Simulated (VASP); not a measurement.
VASP 6.6.1 run: CdSe

INCAR

```
LASPH = .TRUE.
NSW = 0
NBANDS = 16
SIGMA = 0.02
NELM = 75
IBRION = -1
PREC = Accurate
ISMEAR = -1
LWAVE = .FALSE.
GGA = PE
ENCUT = 520
LREAL = .FALSE.
LCHARG = .FALSE.
ALGO = Conjugate
ISIF = 2
EDIFF = 1E-7
```

KPOINTS

```
KPOINTS created by Atomic Simulation Environment
0
Monkhorst-Pack
8 8 8
0 0 0
```

POSCAR

```
Cd Se
 1.0000000000000000
     0.0000000000000000    3.0371031557000001    3.0371031557000001
     3.0371031557000001    0.0000000000000000    3.0371031557000001
     3.0371031557000001    3.0371031557000001    0.0000000000000000
 Cd  Se
   1   1
Cartesian
  0.0000000000000000  0.0000000000000000  0.0000000000000000
  1.5185515778500005  1.5185515778500005  1.5185515778500005
```

The recommended PBE PAW datasets give the neutral cell 18 valence electrons.

Command

```
mpirun -np 1 vasp_std
```

OSZICAR

```
N       E                     dE             d eps       ncg     rms           ort
DAV:   1     0.109364699043E+03    0.10936E+03   -0.95851E+03   960   0.109E+03
DAV:   2    -0.174049743255E+01   -0.11111E+03   -0.10538E+03   960   0.251E+02
DAV:   3    -0.581920481529E+01   -0.40787E+01   -0.40725E+01   960   0.502E+01
DAV:   4    -0.583660347628E+01   -0.17399E-01   -0.17398E-01   960   0.325E+00
DAV:   5    -0.583671565054E+01   -0.11217E-03   -0.11217E-03   960   0.225E-01
SDA:   6    -0.494472428966E+01    0.89199E+00   -0.11217E-03   960   0.196E+01   0.000E+00
CGA:   7    -0.538811536841E+01   -0.44339E+00   -0.44327E+00   960   0.189E+00   0.319E-02
CGA:   8    -0.544973483768E+01   -0.61619E-01   -0.61674E-01   960   0.281E-01  -0.350E-03
CGA:   9    -0.546160202443E+01   -0.11867E-01   -0.11857E-01   960   0.292E-02   0.519E-04
CGA:  10    -0.546272675983E+01   -0.11247E-02   -0.11254E-02   960   0.298E-03  -0.480E-05
CGA:  11    -0.546282574330E+01   -0.98983E-04   -0.98199E-04   960   0.390E-04   0.993E-05
CGA:  12    -0.546283930694E+01   -0.13564E-04   -0.13918E-04   960   0.616E-05  -0.407E-05
CGA:  13    -0.546284099039E+01   -0.16834E-05   -0.16529E-05   960   0.678E-06   0.941E-06
CGA:  14    -0.546284125757E+01   -0.26719E-06   -0.26112E-06   960   0.139E-06   0.958E-07
SDA:  15    -0.546284140800E+01   -0.15043E-06   -0.15044E-06   960   0.125E-06  -0.990E-07
 trl  16    -0.546284140241E+01    0.55900E-08   -0.79362E-08   960   0.125E-06   0.804E-07
SDA:  17    -0.546284139651E+01    0.11493E-07   -0.79362E-08   960   0.293E-07   0.581E-07
   1 F= -.54628414E+01 E0= -.54628414E+01  d E =-.148232E-11
```

From OUTCAR

```
k-points           NKPTS =     60   k-points in BZ     NKDIM =     60   number of bands    NBANDS=     16

   NELECT =      18.0000    total number of electrons

   dimension x,y,z NGX =    32 NGY =   32 NGZ =   32
   dimension x,y,z NGXF=    64 NGYF=   64 NGZF=   64

  energy-cutoff  :      520.00
  volume of cell :       56.03
      direct lattice vectors                 reciprocal lattice vectors
     0.000000000  3.037103156  3.037103156    -0.164630562  0.164630562  0.164630562
     3.037103156  0.000000000  3.037103156     0.164630562 -0.164630562  0.164630562
     3.037103156  3.037103156  0.000000000     0.164630562  0.164630562 -0.164630562

 k-points in reciprocal lattice and weights: KPOINTS created by Atomic Simulation Env
   0.06250000  0.06250000  0.06250000       0.004
   0.18750000  0.06250000  0.06250000       0.012
   0.31250000  0.06250000  0.06250000       0.012
   0.43750000  0.06250000  0.06250000       0.012
  -0.43750000  0.06250000  0.06250000       0.012
  -0.31250000  0.06250000  0.06250000       0.012
  -0.18750000  0.06250000  0.06250000       0.012
  -0.06250000  0.06250000  0.06250000       0.012
   ...

 E-fermi :   1.3866

 k-point     1 :       0.0625    0.0625    0.0625
  band No.  band energies     occupation
      1     -11.6294      2.00000
      2      -6.9692      2.00000
      3      -6.9692      2.00000
      4      -6.9621      2.00000
      5      -6.5950      2.00000
      6      -6.5950      2.00000
      7       0.4860      2.00000
      8       0.9397      2.00000
      9       0.9397      2.00000
     10       2.0286      0.00000
     11       6.8315      0.00000
     12       6.9658      0.00000
     13       6.9658      0.00000
     14      11.0217      0.00000
     15      11.7503      0.00000
     16      11.7503      0.00000

 k-point     2 :       0.1875    0.0625    0.0625
  band No.  band energies     occupation
      1     -11.5598      2.00000
      2      -6.9507      2.00000
      3      -6.9400      2.00000
      4      -6.8997      2.00000
      5      -6.6011      2.00000
      6      -6.5904      2.00000
      7      -0.5684      2.00000
      8       0.5990      2.00000
      9       0.8559      2.00000
     10       2.9107      0.00000
     11       6.5730      0.00000
     12       7.1384      0.00000
     13       7.3549      0.00000
     14      10.8014      0.00000
     15      11.2536      0.00000
     16      11.9140      0.00000

 k-point     3 :       0.3125    0.0625    0.0625
  band No.  band energies     occupation
      1     -11.4235      2.00000
      2      -6.9120      2.00000
      3      -6.9023      2.00000
      4      -6.7160      2.00000
      5      -6.5996      2.00000
      6      -6.5796      2.00000
      7      -1.9403      2.00000
      8       0.2583      2.00000
      9       0.5846      2.00000
     10       3.5075      0.00000
     11       6.9437      0.00000
     12       7.4318      0.00000
     13       7.5359      0.00000
     14      10.7060      0.00000
     15      11.1452      0.00000
     16      11.7987      0.00000

 ...

  Total        1.1883938      1.1883938      1.1883938      0.0000000      0.0000000     -0.0000000
  in kB       33.9830488     33.9830488     33.9830488      0.0000000      0.0000000     -0.0000000
  external PRESSURE =      33.9830488 kB  Pullay stress =       0.0000000 kB

 POSITION                                       TOTAL-FORCE (eV/Angst)
 -----------------------------------------------------------------------------------
      0.00000      0.00000      0.00000         0.000000      0.000000      0.000000
      1.51855      1.51855      1.51855        -0.000000     -0.000000     -0.000000
 -----------------------------------------------------------------------------------
    total drift:                               -0.000000     -0.000000     -0.000000

  FREE ENERGIE OF THE ION-ELECTRON SYSTEM (eV)
  ---------------------------------------------------
  free  energy   TOTEN  =        -5.4628413965 eV

  energy  without entropy=       -5.4628413965  energy(sigma->0) =       -5.46284140
```

It converged. Results: gap between bands v and c on the k mesh 1.09 eV; least direct gap on the k mesh 1.09 eV; pressure 3.4 GPa. Band v is the last that the valence electrons fill when counted band by band, and c is the next.

The shifted mesh misses Γ, so a band edge there is missed.

For comparison, a separate PBE run of the intended cell, on usual settings and not on those above, gives a gap of 0.62 eV on its mesh and a pressure of 3.4 GPa.

The run above took about 42 s on one core of a shared host (Intel Xeon Platinum 8488C) and held 0.26 GiB at most.
